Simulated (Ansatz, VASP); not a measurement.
# CdO (Monteponite) in VASP and in Ansatz

The input INCAR:

```
SYSTEM = CdO
ALGO = Normal ; EDIFF = 1E-7
ENCUT = 520 ; GGA = PE
ISIF = 2 ; ISMEAR = -1
LASPH = .TRUE. ; LCHARG = .FALSE.
LREAL = .FALSE. ; LWAVE = .FALSE.
NBANDS = 16 ; NELM = 60
PREC = Accurate ; SIGMA = 0.05
```

File KPOINTS:

```
k-points
0
G
  10 10 10
  0 0 0
```

The input POSCAR:

```
CdO
1.0
    0.0000000000      2.3495000000      2.3495000000
    2.3495000000      0.0000000000      2.3495000000
    2.3495000000      2.3495000000      0.0000000000
Cd O
1 1
Direct
    0.0044630000     -0.0095370000     -0.0014180000
    0.4924500000      0.4977320000      0.5023720000
```

Contents of input.yaml:

```yaml
crystal:
  lattice:
    - [0.0, 2.3495, 2.3495]
    - [2.3495, 0.0, 2.3495]
    - [2.3495, 2.3495, 0.0]
  atoms:
    - { symbol: Cd, position: [0.004463, -0.009537, -0.001418] }
    - { symbol: O, position: [0.49245, 0.497732, 0.502372] }
hamiltonian:
  xc: pbe
  pseudopotentials: { kind: paw }
kpoints:
  mp_grid: { grid: [10, 10, 10] }
scf:
  occupations: { method: fermi_dirac, width: 0.05 }
output:
  forces: true
  stress: true
  eigenvalues: true
```

Change from the starting cell: atoms moved at random, drawn with an rms of 0.05 Å.

Alike in both runs: task single point; functional PBE; k mesh 10 × 10 × 10; occupations fermi-dirac, width 0.05 eV; no spin polarisation.

```csv
,VASP,Ansatz
version,VASP 6.6.1,Ansatz 0.2.0
potentials or method,"VASP PAW PBE potentials, release 64 (Cd, O)",Ansatz PAW
plane-wave cutoff (eV),520,420
valence electrons in the cell,18,26
```

```tsv
	VASP	Ansatz	Ansatz less VASP
gap on the k mesh at the Fermi level (eV)	none	none	-
pressure (GPa)	7.7	6.2	-1.52
largest component of the traceless stress (GPa)	0.06	0.06	-0.004
rms of the force components (eV/Å)	0.078	0.070	-0.0081
```

Atom by atom the forces differ by 0.008 eV/Å (rms over components). A gap of «none» marks a metal or a gap that the smearing closes. The two sets of potentials don't hold the same shells in valence.

Caveats: the pressure holds a Pulay correction of +0.5 GPa for the finite cutoff (Ansatz).
